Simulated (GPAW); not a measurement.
Crystal: WS2 (Tungstenite).

```
W S
1.0
     3.18000    0.00000    0.00000
    -1.59000    2.75396    0.00000
     0.00000    0.00000   12.50000
W S
2 4
Direct
  0.66667 0.33333 0.75000
  0.33333 0.66667 0.25000
  0.66667 0.33333 0.37500
  0.33333 0.66667 0.87500
  0.66667 0.33333 0.12500
  0.33333 0.66667 0.62500
```

| Property | Result |
| --- | --- |
| Program | GPAW 26.7.0 |
| Task | relaxation of cell and atoms |
| Functional | BP86 |
| Dispersion | D4 |
| Potentials or basis | PAW data sets generated in the run's folder for this functional |
| Cutoff | 600 eV |
| Basis | pw |
| k mesh | 6 × 6 × 2 |
| Occupations | fermi-dirac, width 0.05 eV |
| Spin | no spin polarisation |

At the start: pressure -3.4 GPa; volume 18.24 Å³/atom.

Problem. How do energy, volume and symmetry change on relaxing?

Solution. Over 32 steps the energy falls by 24.9 meV/atom and the volume is 16.73 Å³/atom (-8.3 %); space group P6_3/mmc (No. 194, to 0.05 Å).

Step by step:
```tsv
step	energy change (eV)	largest force (eV/Å)	pressure (GPa)	volume (Å³)
1	0.0000	0.1817	-3.39	109.47
2	-0.0056	0.1766	-3.29	109.26
3	-0.0161	0.1673	-3.08	108.84
4	-0.0302	0.1540	-2.76	108.24
5	-0.0459	0.1381	-2.36	107.48
6	-0.0616	0.1205	-1.87	106.58
7	-0.0757	0.1019	-1.33	105.59
8	-0.0880	0.0821	-0.79	104.56
9	-0.0994	0.0594	-0.23	103.44
10	-0.1104	0.0338	0.27	102.31
11	-0.1219	0.0076	0.64	101.25
12	-0.1341	0.0152	0.83	100.33
13	-0.1440	0.0299	0.80	99.63
14	-0.1457	0.0340	0.56	99.21
15	-0.1459	0.0333	0.54	99.23
16	-0.1461	0.0316	0.51	99.27
17	-0.1465	0.0294	0.46	99.34
18	-0.1469	0.0265	0.40	99.42
19	-0.1473	0.0230	0.33	99.52
20	-0.1477	0.0191	0.26	99.63
21	-0.1482	0.0149	0.18	99.75
22	-0.1485	0.0102	0.09	99.89
23	-0.1489	0.0052	0.01	100.04
24	-0.1492	0.0005	-0.06	100.18
25	-0.1494	0.0034	-0.11	100.32
26	-0.1495	0.0060	-0.13	100.42
27	-0.1495	0.0061	-0.13	100.42
28	-0.1495	0.0055	-0.12	100.41
29	-0.1495	0.0054	-0.11	100.40
30	-0.1495	0.0049	-0.10	100.39
31	-0.1495	0.0044	-0.09	100.37
32	-0.1495	0.0037	-0.07	100.36
```

Final structure:
```
W S
1.0
     3.14087    0.00000    0.00000
    -1.57043    2.72007    0.00000
     0.00000    0.00000   11.74664
W S
2 4
Direct
  0.66667 0.33333 0.75000
  0.33333 0.66667 0.25000
  0.66667 0.33333 0.38400
  0.33333 0.66667 0.88400
  0.66667 0.33333 0.11600
  0.33333 0.66667 0.61600
```

Caveat: the k mesh is coarse; later steps reuse the first step's grids.
